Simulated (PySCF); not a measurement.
## C₇H₈O: full NMR table

```
Formula                               : C7H8O
SMILES                                : OCc1ccccc1
InChI                                 : InChI=1S/C7H8O/c8-6-7-4-2-1-3-5-7/h1-5,8H,6H2
Point group of the computed structure : C1
Degrees of unsaturation               : 4
Carbon signals                        : 5
Proton signals                        : 5
```

Molfile (atoms numbered from 1):
```
C7H8O
     RDKit          3D

 16 16  0  0  0  0  0  0  0  0999 V2000
   -2.6455   -0.3509   -0.9225 O   0  0  0  0  0  0  0  0  0  0  0  0
   -1.9977   -0.4183    0.3334 C   0  0  0  0  0  0  0  0  0  0  0  0
   -0.5167   -0.1621    0.2150 C   0  0  0  0  0  0  0  0  0  0  0  0
    0.3627   -1.2043   -0.0474 C   0  0  0  0  0  0  0  0  0  0  0  0
    1.7137   -0.9575   -0.2150 C   0  0  0  0  0  0  0  0  0  0  0  0
    2.1996    0.3361   -0.1255 C   0  0  0  0  0  0  0  0  0  0  0  0
    1.3295    1.3814    0.1327 C   0  0  0  0  0  0  0  0  0  0  0  0
   -0.0215    1.1334    0.3003 C   0  0  0  0  0  0  0  0  0  0  0  0
   -2.4262    0.4917   -1.3360 H   0  0  0  0  0  0  0  0  0  0  0  0
   -2.4505    0.3022    1.0311 H   0  0  0  0  0  0  0  0  0  0  0  0
   -2.1876   -1.4291    0.7008 H   0  0  0  0  0  0  0  0  0  0  0  0
   -0.0181   -2.2122   -0.1199 H   0  0  0  0  0  0  0  0  0  0  0  0
    2.3890   -1.7765   -0.4155 H   0  0  0  0  0  0  0  0  0  0  0  0
    3.2541    0.5302   -0.2556 H   0  0  0  0  0  0  0  0  0  0  0  0
    1.7044    2.3919    0.2053 H   0  0  0  0  0  0  0  0  0  0  0  0
   -0.6967    1.9529    0.5074 H   0  0  0  0  0  0  0  0  0  0  0  0
  1  2  1  0
  2  3  1  0
  3  4  2  0
  4  5  1  0
  5  6  2  0
  6  7  1  0
  7  8  2  0
  8  3  1  0
  1  9  1  0
  2 10  1  0
  2 11  1  0
  4 12  1  0
  5 13  1  0
  6 14  1  0
  7 15  1  0
  8 16  1  0
M  END
```

- shielding tensors at PBE0/pcSseg-1 (GIAO)
- GFN2-xTB structure
- code: PySCF 2.14
- no solvent model, no relativistic terms, fast rotation and ring inversion assumed for equivalent nuclei, one computed conformer

Referencing at the same level of theory: TMS for 1H (σ = 31.72 ppm), 13C (σ = 186.93 ppm); 17O (σ = 336.08 ppm) vs H2O.

| carbon | δC, type | δH (multiplicity) | HMBC from (2–3 bonds) | span of the C tensor (ppm) |
| --- | --- | --- | --- | --- |
| C2 | 72.4, CH2 | 4.82 (s) | H12/H16 | 37 |
| C3 | 148.3, C | – | H13/H15, H12/H16, H10/H11 | 236 |
| C4/C8 | 134.7, CH | 7.68 (m) | H13/H15, H12/H16, H14, H10/H11 | 220 |
| C5/C7 | 134.8, CH | 7.72 (m) | H13/H15, H12/H16, H14 | 236 |
| C6 | 133.6, CH | 7.66 (m) | H13/H15, H12/H16 | 237 |

Other nuclei:
| atoms | nucleus | environment | δ (ppm) | σ (ppm) |
| --- | --- | --- | --- | --- |
| H9 | 1H | hydrogen on an alcohol oxygen | 0.08 | 31.64 |
| O1 | 17O | alcohol oxygen | 72.0 | 264.1 |

1. Carbon types of the structure: 1 × C, 5 × CH, 1 × CH2, leaving 1 H on heteroatoms.
2. δC 148.3: substituted aromatic carbon.
3. δC 134.8, 134.7, 133.6: aromatic CH; the aromatic region.
4. δC 72.4: sp3 CH2 bonded to O, on an aromatic ring; deshielded by the electronegative neighbour.
5. δH 4.82: hydrogen on an sp3 CH2 bonded to O, on an aromatic ring; its carbon carries O, which withdraws density.
6. δH 0.08: hydrogen on an alcohol oxygen; exchangeable, gas-phase position.

OH/NH shifts are gas-phase values; hydrogen bonding in solution moves them, usually downfield. Shifts are as computed. Against solution values, carbons near 30 ppm lie about +3 ppm off and those near 130 ppm about +5 ppm. Of 1211 compounds with measured shifts, 218 miss one by over three times the rms of a fit or turn the order of signals round; such compounds aren't used in these exercises. Experimental scales use liquid or dissolved standards, which lie at an offset from isolated H2O (liquid H2O: subtract about 36 ppm). No couplings were computed; multiplicities are counted from neighbouring protons, with m where these are inequivalent, close in shift, in a saturated or five-membered ring or joined by F or P, and br s for small geminal =CH2 splittings.
